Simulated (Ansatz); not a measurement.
# Dielectric response of CaO (001) films, part 2 of 5

How well do thin rocksalt CaO (001) films screen a perpendicular field?

Ansatz 0.2.0; plane-wave DFT, PBEsol, Ansatz PAW.

So far. Step 2 (Relaxing the film, 6 atoms, units 3): The gap is 3.00 eV, with the valence edge 4.14 eV and the conduction edge 1.14 eV under the upper vacuum level.

### 3. The relaxed film, single point, 6 atoms, units 3

The film was relaxed beforehand; a single point on the relaxed positions gives its levels and potential.

input.yaml

```yaml
crystal:
  lattice:
    - [3.40118362, 0.0, 0.0]
    - [0.0, 3.40118362, 0.0]
    - [0.0, 0.0, 22.81]
  atoms:
    - { symbol: Ca, position: [0.5, 0.5, 0.3975870931] }
    - { symbol: O, position: [0.0, 0.0, 0.3981614998] }
    - { symbol: Ca, position: [0.0, 0.0, 0.5000000005] }
    - { symbol: O, position: [0.5, 0.5, 0.4999999965] }
    - { symbol: Ca, position: [0.5, 0.5, 0.6024129103] }
    - { symbol: O, position: [0.0, 0.0, 0.6018384998] }
kpoints:
  mp_grid: { grid: [8, 8, 1] }
hamiltonian:
  xc: pbesol
scf:
  occupations: { method: fixed }
  convergence: { dr2_threshold: 1.0e-09 }
efield:
  axis: 3
  dipole_correction: true
  ramp_position: 0.97
  ramp_width: 0.06
output:
  eigenvalues: true
  write_potential: true
  write_density: true
  volumetric_format: npy
```

Run with:

```console
$ ansatz run input.yaml --threads 4 --pin off --max-ram 6144MiB --backend cpu --events-out ev --progress --plain --runs-dir out
```

Numbers of over 12 decimals in the logs are rounded to 6 here.

What it wrote:

```text
[...]
Crystal: 6 atoms, lattice volume = 263.867 Å³
Basis set: ecut = 420 eV, 5185 PW (Γ)
Bands: 30, of which v1, the nominal top of the filled ones, is band 24 counted from 1 (23 counted from 0)
Symmetry: 8 space group operations
k-points: 15 of 64
[...]
SCF iter   1: F=—  HF=-7073.245553 eV  |F-HF|=—  |Δ(HF+E_count)|=         —  Δρ=7.82e-3  dr2=1.44e-1  ethr=1.77e-3  p=0.000 e·Å  D=4.16e-8 V/Å  ΔV_dip=-0.00 eV  dr2_dipole=2.10e-9  V_vac-E_F(+/−)=3.97/3.97 eV  ⟨swp⟩=6.9  Hψ=2070  notcnv=0  defer=51
[...]
SCF iter   9: F=-7073.215010 eV  HF=-7073.215010 eV  |F-HF|=5.40e-10  |Δ(HF+E_count)|=   5.94e-9  Δρ=6.28e-7  dr2=8.66e-10  ethr=2.08e-12  p=0.000 e·Å  D=2.06e-7 V/Å  ΔV_dip=-0.00 eV  dr2_dipole=1.42e-14  V_vac-E_F(+/−)=4.14/4.14 eV  ⟨swp⟩=16.1  Hψ=2437  notcnv=0
SCF 1 converged in 9 iterations: F = -7073.215010 eV  dr2 = 8.66e-10
[...]
SCF converged after 9 iterations
Free energy (F): -7073.215010 eV
[...]
Internal energy: -7073.215010 eV  (E = F + TS)
E sigma→0 (E₀):  -7073.215010 eV
Fermi energy:    -0.408127 eV
Dipole field:    D = 0.000000 V/Å  (p = 0.000001 e·Å, saw-weighted, corrected)
Work function:   Φ+ = 4.1395 eV   Φ− = 4.1395 eV
[...]
--- Band table (eV; the first three rows and the last of 15) ---
  k-point 0: bands = [... 20 lower, -0.5429, -0.5429, -0.4081, -0.4081, 2.5890, 2.8896, 3.2605, 3.8276, ... 2 higher]
  k-point 1: bands = [... 20 lower, -0.8031, -0.7777, -0.6981, -0.5780, 2.8138, 3.0679, 3.6863, 4.0419, ... 2 higher]
  k-point 2: bands = [... 20 lower, -1.3519, -1.0424, -0.9486, -0.9373, 3.3950, 3.5843, 4.6524, 4.7227, ... 2 higher]
  k-point 14: bands = [... 20 lower, -1.1274, -0.9416, -0.9416, -0.5348, 3.7004, 3.7004, 5.2294, 5.2294, ... 2 higher]
```

Run time: 2.9 s. Hardware: 4 threads of Arm Neoverse V2, shared host; peak memory 0.51 GiB.

Numbers from this step:

* gap on the k-mesh: 2.997 eV
* dipole along the normal: 5.05e-7 e·Å
* electron affinity, upper face: 1.142 eV

Running mean over 2.405 Å of the planar mean; the ramp of the sawtooth is left out. Table of electron's electrostatic potential energy less the highest filled level by z:

```
z (Å)  electron's electrostatic potential energy less the highest filled level (eV)
  3.0                                                                          4.14
  3.5                                                                          4.14
  4.0                                                                          4.14
  4.5                                                                          4.14
  5.0                                                                          4.14
  5.5                                                                          4.13
  6.0                                                                          4.11
  6.5                                                                          4.03
  7.0                                                                          3.73
  7.5                                                                          2.34
  8.0                                                                        -0.793
  8.5                                                                         -3.14
  9.0                                                                         -3.74
  9.5                                                                         -3.93
 10.0                                                                         -4.25
 10.5                                                                         -4.23
 11.0                                                                         -3.92
 11.5                                                                         -3.86
 12.0                                                                         -4.02
 12.5                                                                         -4.30
 13.0                                                                         -4.13
 13.5                                                                         -3.86
 14.0                                                                         -3.62
 14.5                                                                         -2.50
 15.0                                                                         0.482
 15.5                                                                          3.11
 16.0                                                                          3.89
 16.5                                                                          4.07
 17.0                                                                          4.12
 17.5                                                                          4.13
 18.0                                                                          4.14
 18.5                                                                          4.14
 19.0                                                                          4.14
 19.5                                                                          4.14
```

The gap is 3.00 eV, with the valence edge 4.14 eV and the conduction edge 1.14 eV under the upper vacuum level.

### 4. Single point, 6 atoms, units 3, field 0.1 V/Å

A sawtooth potential applies the field, turning back in the middle of the vacuum. With the dipole correction the typed value is the field outside the slab. The induced dipole is small, so the SCF threshold is tight.

Edit input.yaml of step 3 so:

```diff
@@ -18,3 +18,3 @@
   occupations: { method: fixed }
-  convergence: { dr2_threshold: 1.0e-09 }
+  convergence: { dr2_threshold: 1.0e-10 }
 efield:
@@ -24,4 +24,4 @@
   ramp_width: 0.06
+  amplitude: 0.1
 output:
-  eigenvalues: true
   write_potential: true
```

What it wrote:

```text
[...]
Crystal: 6 atoms, lattice volume = 263.867 Å³
Basis set: ecut = 420 eV, 5185 PW (Γ)
Bands: 30, of which v1, the nominal top of the filled ones, is band 24 counted from 1 (23 counted from 0)
Symmetry: 8 space group operations
k-points: 15 of 64
[...]
SCF iter   1: F=—  HF=-7079.944828 eV  |F-HF|=—  |Δ(HF+E_count)|=         —  Δρ=7.77e-2  dr2=2.30e1  ethr=3.10e-3  p=0.053 e·Å  D=3.63e-2 V/Å  ΔV_dip=-0.83 eV  dr2_dipole=8.54e-4  V_vac-E_F(+/−)=13.89/12.64 eV  ⟨swp⟩=7.6  Hψ=2121  notcnv=0  defer=60
[...]
SCF iter  13: F=-7073.216990 eV  HF=-7073.216990 eV  |F-HF|=2.41e-10  |Δ(HF+E_count)|=   5.36e-9  Δρ=2.72e-7  dr2=8.02e-11  ethr=1.00e-12  p=0.040 e·Å  D=2.72e-2 V/Å  ΔV_dip=-0.62 eV  dr2_dipole=6.33e-14  V_vac-E_F(+/−)=4.82/3.36 eV  ⟨swp⟩=14.8  Hψ=2663  notcnv=0
SCF 1 converged in 13 iterations: F = -7073.216990 eV  dr2 = 8.02e-11
[...]
SCF converged after 13 iterations
[...]
Free energy (F): -7073.216990 eV
[...]
Internal energy: -7073.216990 eV  (E = F + TS)
E sigma→0 (E₀):  -7073.216990 eV
Fermi energy:    -0.392108 eV
Dipole field:    D = 0.027169 V/Å  (p = 0.039618 e·Å, saw-weighted, corrected)
Work function:   not extracted (applied field tilts the vacuum); planar V_es + V_field profile in the machine report
[...]
--- Band table (eV; the first three rows and the last of 15) ---
  k-point 0: bands = [... 20 lower, -0.5606, -0.5606, -0.3921, -0.3921, 2.4821, 2.9719, 3.2577, 3.6173, ... 2 higher]
  k-point 1: bands = [... 20 lower, -0.8265, -0.7493, -0.7177, -0.5601, 2.6941, 3.1650, 3.6832, 3.8259, ... 2 higher]
  k-point 2: bands = [... 20 lower, -1.3514, -1.0665, -0.9329, -0.9264, 3.2602, 3.6999, 4.4256, 4.7188, ... 2 higher]
  k-point 14: bands = [... 20 lower, -1.1338, -0.9373, -0.9373, -0.5307, 3.6979, 3.6979, 5.2287, 5.2287, ... 2 higher]
```

It took 3.6 s on 4 threads; peak memory 0.5 GiB.

This step gave:

- gap on the k-mesh: 2.874 eV
- dipole along the normal: 0.03962 e·Å

The dipole is 0.0396 e·Å, and the gap on the mesh 2.874 eV.

### 5. Single point, 6 atoms, units 3, field -0.1 V/Å

Edit input.yaml of step 4 so:

```diff
@@ -24,3 +24,3 @@
   ramp_width: 0.06
-  amplitude: 0.1
+  amplitude: -0.1
 output:
```

What it wrote:

```text
[...]
Crystal: 6 atoms, lattice volume = 263.867 Å³
Basis set: ecut = 420 eV, 5185 PW (Γ)
Bands: 30, of which v1, the nominal top of the filled ones, is band 24 counted from 1 (23 counted from 0)
Symmetry: 8 space group operations
k-points: 15 of 64
[...]
k-point 0: bands = [... 20 lower, -0.5606, -0.5606, -0.3921, -0.3921, 2.4821, 2.9719, 3.2577, 3.6173, ... 2 higher]
  k-point 1: bands = [... 20 lower, -0.8265, -0.7493, -0.7177, -0.5601, 2.6941, 3.1650, 3.6832, 3.8259, ... 2 higher]
  k-point 2: bands = [... 20 lower, -1.3514, -1.0665, -0.9329, -0.9264, 3.2602, 3.6999, 4.4256, 4.7188, ... 2 higher]
  k-point 14: bands = [... 20 lower, -1.1338, -0.9373, -0.9373, -0.5307, 3.6979, 3.6979, 5.2287, 5.2287, ... 2 higher]
[key lines of the parts left out:]
SCF converged after 13 iterations
Free energy (F): -7073.216990 eV
Fermi energy:    -0.392108 eV
Dipole field:    D = -0.027168 V/Å  (p = -0.039617 e·Å, saw-weighted, corrected)
```

The job ended after 3.6 s (4 threads; peak memory 0.5 GiB).

The dipole is -0.0396 e·Å, and the gap on the mesh 2.874 eV.

### 6. Response with the atoms held, 6 atoms, units 3

This step: plane-wave DFT, PBEsol, Ansatz PAW; response to a field along the normal, atoms held (Ansatz 0.2.0).

The two fields give this film's response with the atoms held: the electronic part.

Numbers from this step:

```
equivalent conductor thickness p/(ε₀AE) : 6.197 Å
distance between the outer atoms        : 4.672 Å
thickness                               : 7.215 Å
```

Local field over the applied field, running mean. From the potentials at -0.1 and 0.1 V/Å; running mean over 2.405 Å, taken twice. The local field over applied field by z:

z (Å), local field over applied field and a bar from the least value:
```
      4.5      0.993 ##############################
      5.0      0.983 ##############################
      5.5      0.961 #############################
      6.0      0.918 ###########################
      6.5      0.843 ########################
      7.0      0.737 ####################
      7.5      0.606 ###############
      8.0      0.472 ##########
      8.5      0.357 #####
      9.0      0.277 ##
      9.5      0.232 
     10.0      0.220 
     10.5      0.223 
     11.0      0.227 
     11.5      0.227 
     12.0      0.226 
     12.5      0.221 
     13.0      0.221 
     13.5      0.245 #
     14.0      0.303 ###
     14.5      0.397 #######
     15.0      0.522 ############
     15.5      0.658 #################
     16.0      0.781 ######################
     16.5      0.876 #########################
     17.0      0.937 ############################
     17.5      0.971 #############################
     18.0      0.988 ##############################
     18.5      0.995 ##############################
```

The induced electron density oscillates, so the rows of the table below give means over windows of 0.5 Å about each position, cut where the curve ends. Its maxima inside the range that stand out by 2 % of the span (Å: e/Å³ per V/Å): 8.13: 0.00331, 9.12: 0.00134, 10.83: 0.00248, 11.55: 1.5e-4, 13.12: 0.00278, 13.97: 4.0e-4. Its minima: 8.84: -4.0e-4, 9.69: -0.00278, 11.26: -1.5e-4, 11.98: -0.00248, 13.69: -0.00134, 14.68: -0.00331.

Electrons, planar mean, per unit field. The induced electron density by z; means over each step:

z (Å), induced electron density (e/Å³ per V/Å) and a bar from the least value:
```
      4.5    0.00002 ###############
      5.0    0.00005 ###############
      5.5    0.00012 ###############
      6.0    0.00028 ################
      6.5    0.00063 ##################
      7.0    0.00131 #####################
      7.5    0.00234 ##########################
      8.0    0.00316 ##############################
      8.5    0.00177 #######################
      9.0    0.00048 #################
      9.5   -0.00160 #######
     10.0   -0.00161 #######
     10.5    0.00129 #####################
     11.0    0.00141 #####################
     11.5   -0.00020 ##############
     12.0   -0.00202 #####
     12.5   -0.00015 ##############
     13.0    0.00228 ##########################
     13.5    0.00026 ################
     14.0   -0.00036 #############
     14.5   -0.00278 #
     15.0   -0.00296 
     15.5   -0.00191 #####
     16.0   -0.00101 ##########
     16.5   -0.00046 ############
     17.0   -0.00021 #############
     17.5   -0.00008 ##############
     18.0   -0.00003 ##############
     18.5   -0.00001 ##############
```

By hand: between -0.1 and 0.1 V/Å the dipole changes by 0.07923 e·Å, a slope of 0.3962 e·Å²/V. A perfect conductor of thickness t has p = ε₀AEt, so t = 180.95 × 0.3962 / 11.568 = 6.20 Å (e/ε₀ = 180.95 V·Å, A in Å²).

The induced dipole is that of a conductor 6.20 Å thick.

### 7. Field on, atoms free, 6 atoms, field 0.05 V/Å

This step: plane-wave DFT, PBEsol, Ansatz PAW (Ansatz 0.2.0).

Now the atoms may follow the field. A weak field makes forces of meV/Å to tens of meV/Å, so the force tolerance is set well below the usual one.

Edit input.yaml of step 5 so:

```diff
@@ -24,3 +24,6 @@
   ramp_width: 0.06
-  amplitude: -0.1
+  amplitude: 0.05
+relax:
+  f_tol: 0.0006
+  max_steps: 70
 output:
```

What it wrote:

```text
[...]
Crystal: 6 atoms, lattice volume = 263.867 Å³
Basis set: ecut = 420 eV, 5185 PW (Γ), exchange–correlation on 48×48×320 points (8 copies of the dense FFT grid, shifted against one another)
Bands: 30, of which v1, the nominal top of the filled ones, is band 24 counted from 1 (23 counted from 0)
Symmetry: 8 space group operations
k-points: 15 of 64
[...]
SCF iter   1: F=—  HF=-7079.942712 eV  |F-HF|=—  |Δ(HF+E_count)|=         —  Δρ=7.77e-2  dr2=2.30e1  ethr=3.10e-3  p=0.026 e·Å  D=1.82e-2 V/Å  ΔV_dip=-0.41 eV  dr2_dipole=2.14e-4  V_vac-E_F(+/−)=13.60/12.97 eV  ⟨swp⟩=7.6  Hψ=2121  notcnv=0  defer=60
[...]
SCF iter  13: F=-7073.215464 eV  HF=-7073.215464 eV  |F-HF|=2.96e-10  |Δ(HF+E_count)|=   1.99e-9  Δρ=2.56e-7  dr2=7.20e-11  ethr=1.00e-12  p=0.020 e·Å  D=1.36e-2 V/Å  ΔV_dip=-0.31 eV  dr2_dipole=1.50e-13  V_vac-E_F(+/−)=4.48/3.75 eV  ⟨swp⟩=5.5  Hψ=2586  notcnv=0
SCF 1 converged in 13 iterations: F = -7073.215464 eV  dr2 = 7.20e-11
[...]
relax step   1: F+E_penalty+E_count = -7073.21546430 eV  Δ(F+E_penalty+E_count) = +0.000e0 eV  max|allowed force component| = 2.855e-2 eV/Å  Δτ_max = 0.0000 Å  (13 SCF iters, accepted)
[...]
SCF iter   8: F=-7073.215386 eV  HF=-7073.215386 eV  |F-HF|=8.37e-11  |Δ(HF+E_count)|=  5.39e-10  Δρ=2.04e-7  dr2=8.76e-11  ethr=1.00e-12  p=0.028 e·Å  D=1.91e-2 V/Å  ΔV_dip=-0.44 eV  dr2_dipole=7.46e-13  V_vac-E_F(+/−)=4.42/3.82 eV  ⟨swp⟩=7.1  Hψ=2387  notcnv=0
SCF 2 converged in 8 iterations: F = -7073.215386 eV  dr2 = 8.76e-11
relax step   2: F+E_penalty+E_count = -7073.21538553 eV  Δ(F+E_penalty+E_count) = +7.877e-5 eV  max|allowed force component| = 3.563e-2 eV/Å  Δτ_max = 0.0042 Å  (8 SCF iters, rejected (line search))
SCF iter   1: F=—  HF=-7073.215551 eV  |F-HF|=—  |Δ(HF+E_count)|=         —  Δρ=1.04e-4  dr2=7.65e-5  ethr=4.41e-6  p=0.028 e·Å  D=1.91e-2 V/Å  ΔV_dip=-0.44 eV  dr2_dipole=3.18e-5  V_vac-E_F(+/−)=4.42/3.82 eV  ⟨swp⟩=3.5  Hψ=925  notcnv=0  defer=60
[...]
SCF iter   8: F=-7073.215576 eV  HF=-7073.215576 eV  |F-HF|=2.73e-12  |Δ(HF+E_count)|=  3.80e-10  Δρ=1.23e-7  dr2=3.10e-11  ethr=1.00e-12  p=0.024 e·Å  D=1.67e-2 V/Å  ΔV_dip=-0.38 eV  dr2_dipole=1.60e-13  V_vac-E_F(+/−)=4.45/3.79 eV  ⟨swp⟩=6.7  Hψ=2287  notcnv=0
SCF 3 converged in 8 iterations: F = -7073.215576 eV  dr2 = 3.10e-11
relax step   3: F+E_penalty+E_count = -7073.21557588 eV  Δ(F+E_penalty+E_count) = -1.116e-4 eV  max|allowed force component| = 2.594e-3 eV/Å  Δτ_max = 0.0017 Å  (8 SCF iters, accepted)
SCF iter   1: F=—  HF=-7073.215576 eV  |F-HF|=—  |Δ(HF+E_count)|=         —  Δρ=5.27e-6  dr2=1.92e-7  ethr=1.46e-9  p=0.024 e·Å  D=1.67e-2 V/Å  ΔV_dip=-0.38 eV  dr2_dipole=4.45e-8  V_vac-E_F(+/−)=4.45/3.79 eV  ⟨swp⟩=3.3  Hψ=1083  notcnv=0  defer=34
[...]
SCF iter   5: F=-7073.215576 eV  HF=-7073.215576 eV  |F-HF|=2.18e-11  |Δ(HF+E_count)|=  1.73e-11  Δρ=1.80e-7  dr2=8.21e-11  ethr=1.00e-12  p=0.024 e·Å  D=1.66e-2 V/Å  ΔV_dip=-0.38 eV  dr2_dipole=6.65e-12  V_vac-E_F(+/−)=4.45/3.79 eV  ⟨swp⟩=7.0  Hψ=2377  notcnv=0
SCF 4 converged in 5 iterations: F = -7073.215576 eV  dr2 = 8.21e-11
relax step   4: F+E_penalty+E_count = -7073.21557613 eV  Δ(F+E_penalty+E_count) = -2.501e-7 eV  max|allowed force component| = 4.504e-4 eV/Å  Δτ_max = 0.0001 Å  (5 SCF iters, accepted)
NSCF: frozen V_eff on 15 k-points
[...]
SCF converged after 5 iterations
[...]
Free energy (F): -7073.215576 eV
[...]
Internal energy: -7073.215576 eV  (E = F + TS)
E sigma→0 (E₀):  -7073.215576 eV
Fermi energy:    -0.407914 eV
Dipole field:    D = 0.016646 V/Å  (p = 0.024274 e·Å, saw-weighted, corrected)
Work function:   not extracted (applied field tilts the vacuum); planar V_es + V_field profile in the machine report
[...]
--- Forces (eV/Å), atoms counted from 1 ---
  atom   1  Ca    -0.00000000     0.00000000     0.00009104
  atom   2  O     -0.00000000     0.00000000     0.00012724
  atom   3  Ca     0.00000000     0.00000000    -0.00004579
  atom   4  O     -0.00000000     0.00000000    -0.00045222
  atom   5  Ca    -0.00000000     0.00000000     0.00009905
  atom   6  O      0.00000000     0.00000000     0.00016954
  max |Σ_I F_I| component: 1.11e-5 eV/Å
--- Band table (eV; the first three rows and the last of 15) ---
  k-point 0: bands = [... 20 lower, -0.5430, -0.5430, -0.4079, -0.4079, 2.5773, 2.9028, 3.2607, 3.7936, ... 2 higher]
  k-point 1: bands = [... 20 lower, -0.8036, -0.7770, -0.6982, -0.5778, 2.7995, 3.0840, 3.6865, 4.0066, ... 2 higher]
  k-point 2: bands = [... 20 lower, -1.3518, -1.0425, -0.9483, -0.9371, 3.3769, 3.6046, 4.6142, 4.7226, ... 2 higher]
  k-point 14: bands = [... 20 lower, -1.1274, -0.9414, -0.9414, -0.5347, 3.7006, 3.7006, 5.2295, 5.2295, ... 2 higher]
--- Relaxed structure (4 steps of the walk, 3 accepted, 0 SCFs on fresh bases) ---
  F+E_penalty+E_count = -7073.21557613 eV   max|allowed force component| = 4.504e-4 eV/Å
  atoms:
    - { symbol: Ca, position: [0.5, 0.5, 0.397655] }
    - { symbol: O, position: [0, 0.0, 0.398086] }
    - { symbol: Ca, position: [0, 0.0, 0.500037] }
    - { symbol: O, position: [0.5, 0.5, 0.499972] }
    - { symbol: Ca, position: [0.5, 0.5, 0.602484] }
    - { symbol: O, position: [0, 0.0, 0.601765] }
```

The job ended after 8.1 s (4 threads; peak memory 0.49 GiB).

No atom moved by 0.005 Å in the relaxation.

Numbers from this step:

* gap on the k-mesh: 2.985 eV
* dipole along the normal: 0.02427 e·Å

The relaxation took 4 steps and lowered the energy by 1.1e-4 eV; the largest force on the free atoms ends at 4.5e-4 eV/Å.

The dipole is 0.0243 e·Å, and the gap on the mesh 2.985 eV.

### 8. Field on, atoms free, 6 atoms, field -0.05 V/Å

The opposite sign, again from the field-free geometry; the difference of the two cancels what relaxes without a field.

Edit input.yaml of step 7 so:

```diff
@@ -24,3 +24,3 @@
   ramp_width: 0.06
-  amplitude: 0.05
+  amplitude: -0.05
 relax:
```

What it wrote:

```text
[...]
Crystal: 6 atoms, lattice volume = 263.867 Å³
Basis set: ecut = 420 eV, 5185 PW (Γ), exchange–correlation on 48×48×320 points (8 copies of the dense FFT grid, shifted against one another)
Bands: 30, of which v1, the nominal top of the filled ones, is band 24 counted from 1 (23 counted from 0)
Symmetry: 8 space group operations
k-points: 15 of 64
[...]
--- Relaxed structure (5 steps of the walk, 4 accepted, 0 SCFs on fresh bases) ---
  F+E_penalty+E_count = -7073.21557614 eV   max|allowed force component| = 3.359e-4 eV/Å
  atoms:
    - { symbol: Ca, position: [0.5, 0.5, 0.397516] }
    - { symbol: O, position: [0, 0.0, 0.398234] }
    - { symbol: Ca, position: [0, 0.0, 0.499964] }
    - { symbol: O, position: [0.5, 0.5, 0.500028] }
    - { symbol: Ca, position: [0.5, 0.5, 0.602345] }
    - { symbol: O, position: [0, 0.0, 0.601914] }
[key lines of the parts left out:]
SCF converged after 5 iterations
Free energy (F): -7073.215576 eV
Fermi energy:    -0.407912 eV
Dipole field:    D = -0.016639 V/Å  (p = -0.024264 e·Å, saw-weighted, corrected)
```

Wall time 9.9 s (4 threads); peak memory 0.49 GiB; 37 s of CPU time.

No atom moved by 0.005 Å in the relaxation.

The relaxation took 5 steps and lowered the energy by 1.1e-4 eV; the largest force on the free atoms ends at 3.4e-4 eV/Å.

The dipole is -0.0243 e·Å, and the gap on the mesh 2.985 eV.

[end of part 2 of 5]

[Logs are printed without paths, hosts, clocks, repeated set-up lines and the standing remarks that a program may print on its own settings, such as how far it seeks lower states.]

[Hosts, paths, dates, database ids (printed as entryN), source tags and the programs' standing remarks are cut or masked in the printed files.]

[Maps of the electrostatic potential energy from Ansatz leave out the sawtooth potential of an applied field or a dipole correction, so their vacuum need not be flat; planar profiles and work functions include it.]
